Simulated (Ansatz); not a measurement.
# Lattice vibrations of HgTe at Γ at 16 GPa

The calculation used DFT PBEsol, scalar-relativistic, plane waves, PAW in Ansatz 0.2.0. Settings: 420 eV plane-wave cutoff, Γ-centred 12×12×12 mesh, Fermi-Dirac smearing of 0.15 eV. No spin polarisation. Phonons by linear response, acoustic sum rule imposed.

The cell, relaxed at 16 GPa:
```yaml
crystal:
  lattice:
    - [0.00000, 3.02738, 3.02738]
    - [3.02738, 0.00000, 3.02738]
    - [3.02738, 3.02738, 0.00000]
  atoms:
    - { symbol: Hg, position: [0.00000, 0.00000, 0.00000] }
    - { symbol: Te, position: [0.75000, 0.75000, 0.75000] }
```

In a metal, frequencies and elastic constants depend on the k mesh and the smearing, soft modes and shear constants most. Spin–orbit coupling is left out, which can shift energies with elements as heavy as these.

Optical modes at Γ; i marks an imaginary frequency:
```
frequency (cm⁻¹) degeneracy
             170           3
```

All 3 optical modes at Γ are real: no displacement of atoms at fixed cell lowers the energy to second order. Strains and modes at other wave vectors aren't tested by this run.

The bands only touch here, so at this level the crystal is a zero-gap semiconductor or semimetal, not an ordinary metal; spin–orbit coupling, left out, can open or move such a gap.

Cost: 1 run of about 1 core-minutes, on Arm Neoverse V1 (shared hosts).